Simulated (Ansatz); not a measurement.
GaN:

```
Ga N
1.0
     0.00000    2.13524    2.13524
     2.13524    0.00000    2.13524
     2.13524    2.13524    0.00000
Ga N
1 1
Cartesian
  0.0000 0.0000 0.0000
  2.1352 2.1352 2.1352
```

Measurements of this composition are mostly on another form, of space group No. 186.

Base run:

```yaml
Program: Ansatz 0.2.0
Functional: PBE
Potentials_or_basis: Ansatz PAW
Cutoff: "420 eV (not typed: the program's choice for these potentials)"
k_mesh: 11 × 11 × 11
Occupations: fermi-dirac, width 0.05 eV
Spin: no spin polarisation
```

Its results: band gap on the k mesh 0.55 eV, indirect (least direct gap 2.36 eV); pressure -0.3 GPa.

Q: The run is repeated on the same cell with these changes: functional from PBE to r2SCAN; cutoff from 420 eV (not typed: the program's choice for these potentials) to 500 eV (not typed: the program's choice for these potentials). What comes out?

A: Band gap on the k mesh 1.06 eV, indirect (least direct gap 2.89 eV); pressure -8.5 GPa.

r2SCAN gives the wider gap, since meta-GGAs in the generalised Kohn-Sham scheme recover part of the derivative discontinuity.

Caveats: the k mesh misses the band edges, so the gap on the mesh is wider than the one along the path; the PAW data sets come from PBE, with cores solved anew for the run's functional, which leaves a small shift of forces and pressure (some runs).
